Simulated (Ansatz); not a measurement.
This is a one-shot G0W0 calculation with Ansatz 0.2.0 on GaN (started from an entry of an open crystallographic database); the level of theory is G0W0@HSE06 with 171 empty bands, a screening cutoff of 140 eV and a 6×6×4 mesh. Cell and atoms come from a relaxation with r2SCAN.

Input file:
```yaml
crystal:
  lattice:
    - [3.1831495813, 0.0, 0.0]
    - [-1.5915747906, 2.7566884014, 0.0]
    - [0.0, 0.0, 5.1836255286]
  atoms:
    - { symbol: Ga, position: [0.3333333333, 0.6666666667, -0.0008868509] }
    - { symbol: Ga, position: [0.6666666667, 0.3333333333, 0.4991131491] }
    - { symbol: "N", position: [0.3333333333, 0.6666666667, 0.3758868509] }
    - { symbol: "N", position: [0.6666666667, 0.3333333333, 0.8758868509] }
kpoints:
  mp_grid: { grid: [6, 6, 4] }
hamiltonian:
  xc: hse06
scf:
  occupations: { method: fixed }
gw:
  n_empty_bands: 171
  ecut_chi: 140
  qp_bands: [v2, c2]
  qp_kpoints: band_edges
  screening: { model: contour_deformation }
```

Run as `ansatz run input.yaml --threads 4 --pin off --max-ram 5529MiB --backend cpu --events-out ev --progress --plain --runs-dir out`.

Problem. What wall time did it need on 4 threads of Arm Neoverse N1 (shared host), and what peak of host memory did it reach?

Solution. About 4.8 min, with a peak of 1.3 GiB.

Output, abridged:
```
Pseudopotential: Ga, paw, valence charge 13, recommended cutoff 420 eV (normal)
Pseudopotential: N, paw, valence charge 5, recommended cutoff 420 eV (normal)
Functional definition: HSE06
Crystal: 4 atoms, lattice volume = 45.486 Å³
Basis set: ecut = 420 eV, 893 PW (Γ)
Bands: 22, of which v1, the nominal top of the filled ones, is band 18 counted from 1 (17 counted from 0)
Symmetry: 12 space group operations
Space group: P63mc (ITA 186)
k-points: 21 of 144 (time reversal used)
Exchange kernel: α = 0.2500, screened, ω = 0.2079 Å⁻¹, Wigner–Seitz truncation, v(0) = 1044.1396 eV·Å³, q-mesh 6×6×4
preconditioner: auto → none  [insulator: Δε(μ)=3.151 eV  ℏωp=33.0 eV]
hybrid outer 1: dexx = +1.829e-2 eV, tail = 1.19e-4 eV
hybrid outer 2: dexx = +2.569e-6 eV, tail = 8.07e-8 eV, Δε = 7.84e-3 eV
Free energy (F): -8336.819614 eV
Fermi energy:    8.930746 eV
--- G₀W₀: contour deformation, 6 samples at zero and on the imaginary axis and 2 off it, 144 q-points, 171 empty bands' worth ---
    ik  band        ε_KS         Σx   Σc(E_QP)       V_xc       Z   E_QP_lin       E_QP  E_QP is
     0    17      8.9307   -23.6794     2.7838   -20.7984  0.8023     8.8334     8.8335  root
     0    18      8.9307   -23.6794     2.7838   -20.7984  0.8023     8.8334     8.8335  root
     0    19     12.1296   -10.8853    -3.6846   -14.9504  0.8336    12.5108    12.5100  root
     0    20     14.6442    -9.7122    -4.2730   -14.3723  0.8386    15.0323    15.0313  root
     1    17      8.7587   -23.5536     2.8161   -20.6288  0.8019     8.6501     8.6502  root
     1    18      8.7587   -23.5536     2.8161   -20.6288  0.8019     8.6501     8.6502  root
     1    19     13.3339   -11.3650    -3.7179   -15.5096  0.8264    13.7616    13.7605  root
     1    20     14.7576    -9.6910    -4.2930   -14.3754  0.8360    15.1500    15.1489  root
     2    17      8.3547   -23.2401     2.8820   -20.2258  0.8011     8.2223     8.2225  root
     2    18      8.3547   -23.2401     2.8820   -20.2258  0.8011     8.2223     8.2225  root
     2    19     14.6152   -10.3058    -4.1863   -14.9125  0.8270    15.0368    15.0356  root
     2    20     14.6152   -10.3058    -4.1863   -14.9125  0.8270    15.0368    15.0356  root
     3    17      8.5927   -23.1754     2.7803   -20.2781  0.8019     8.4756     8.4757  root
     3    18      8.6686   -23.4427     2.8254   -20.5049  0.8017     8.5561     8.5562  root
     3    19     13.6770   -11.2062    -3.7942   -15.4309  0.8255    14.1086    14.1075  root
     3    20     16.0028    -9.9240    -4.4536   -14.8101  0.8302    16.4367    16.4353  root
     4    17      8.1744   -22.9399     2.8604   -19.9351  0.8010     8.0298     8.0300  root
     4    18      8.4425   -23.2578     2.8589   -20.2711  0.8013     8.3146     8.3148  root
     4    19     14.3020   -10.7909    -3.9654   -15.1816  0.8238    14.7284    14.7273  root
     4    20     16.0839    -9.8908    -4.4946   -14.8179  0.8265    16.5179    16.5165  root
     5    17      7.9271   -22.8469     2.9335   -19.7561  0.8001     7.7696     7.7699  root
     5    18      7.9271   -22.8469     2.9335   -19.7561  0.8001     7.7696     7.7699  root
     5    19     15.5578   -10.1087    -4.3390   -14.8679  0.8204    15.9793    15.9780  root
     5    20     15.5578   -10.1087    -4.3390   -14.8679  0.8204    15.9793    15.9780  root
     6    17      7.5913   -22.2243     2.8895   -19.1545  0.8000     7.4109     7.4112  root
     6    18      8.1194   -22.9641     2.9103   -19.9120  0.8003     7.9775     7.9777  root
     6    19     15.1955    -9.3089    -4.2329   -13.8858  0.8302    15.5403    15.5394  root
     6    20     16.1435    -9.2242    -4.4202   -14.0107  0.8366    16.5108    16.5098  root
     7    17      7.6730   -22.5155     2.9378   -19.4115  0.7992     7.5066     7.5069  root
     7    18      7.8236   -22.7171     2.9477   -19.6100  0.7996     7.6640     7.6643  root
     7    19     14.6900    -8.8294    -4.1392   -13.2630  0.8377    14.9850    14.9844  root
     7    20     16.0446    -8.3774    -4.3494   -13.0067  0.8367    16.3251    16.3245  root
     8    17      7.1720   -22.2044     3.0388   -18.9738  0.7975     6.9799     6.9802  root
     8    18      7.1720   -22.2044     3.0388   -18.9738  0.7975     6.9799     6.9802  root
     8    19     15.1417    -8.6191    -4.1748   -13.0725  0.8372    15.4208    15.4203  root
     8    20     15.1417    -8.6191    -4.1748   -13.0725  0.8372    15.4208    15.4203  root
  […]
```

The points are ik 0 = (0, 0, 0) (Γ), ik 1 = (0, 0, 1/4), ik 2 = (0, 0, -1/2), ik 3 = (0, 1/6, 0), ik 4 = (0, 1/6, 1/4), ik 5 = (0, 1/6, -1/2), ik 6 = (0, 1/3, 0), ik 7 = (0, 1/3, 1/4), ik 8 = (0, 1/3, -1/2), ik 9 = (0, -1/2, 0), ik 10 = (0, -1/2, 1/4), ik 11 = (0, -1/2, -1/2); band 18 is the last filled one.

G0W0 moves the gap on the mesh from 3.20 eV (HSE06) to 3.68 eV (direct at Γ). Renormalisation factors Z lie between 0.79 and 0.85. The G0W0 figures hold for the stated bands, cutoff and mesh and aren't extrapolated.

(Simulation; spin polarisation is off.)

With a shallow d shell on the cation, G0W0 converges slowly in bands and cutoff, so these values are in doubt.
